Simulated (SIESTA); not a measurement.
# BN under changes of volume

One of the cells (9.328 Å³/atom); the others are scaled copies at fixed shape and fractional positions:

```
CELL_PARAMETERS angstrom
1.25941 0.72712 3.39527
-1.25941 0.72712 3.39527
0.00000 -1.45424 3.39527
ATOMIC_POSITIONS crystal
N 0.66724 0.66724 0.66724
B 0.00033 0.00033 0.00033
```

The cell is a database's computed one.

* Program: SIESTA 5.4.2
* Functional: PBEsol
* Potentials or basis: PseudoDojo 0.4 standard (PBEsol files)
* Basis: DZP (energy shift 0.003 Ry)
* Grid cutoff: 800 Ry
* Energy shift: 0.003 Ry
* k mesh: 12 × 12 × 12
* Occupations: fermi-dirac, width 0.05 eV
* Spin: no spin polarisation

```tsv
volume (Å³/atom)	energy over the lowest point (meV/atom)	pressure (GPa)	gap on the mesh (eV)	largest force (eV/Å)
8.596	?	?	?	?
8.779	27.57	16.5	4.21	0.001
8.962	12.12	10.6	4.19	0.002
9.328	0.00	0.3	4.14	0.004
9.510	2.32	-4.2	4.11	0.006
9.693	9.52	-8.3	4.08	0.007
```

What does the run at 8.596 Å³/atom give?

Energy over the lowest point 50.00 meV/atom; pressure 22.9 GPa; gap on the mesh 4.24 eV; largest force 0.003 eV/Å.

Worked out: A Birch-Murnaghan fit of order 3 (a polynomial in V^(-2/3)) to the other rows has its minimum at 9.34 Å³/atom with B0 = V·E''(V) = 240 GPa and B' = 3.5 at fixed shape and positions, which overstates the stiffness. It gives 50.11 meV/atom at 8.596 Å³/atom, against the run's 50.00, and -dE/dV = 23.0 GPa, against 22.9. A straight line through the other rows of the gap, of slope -1.31 eV per unit of ln V, extrapolates to 4.24 eV, against the run's 4.24.

Energies are extrapolated to zero smearing.

Caveats: the basis of atomic orbitals isn't converged, which shifts pressures, moduli and gaps.

A mesh can miss the band edges.
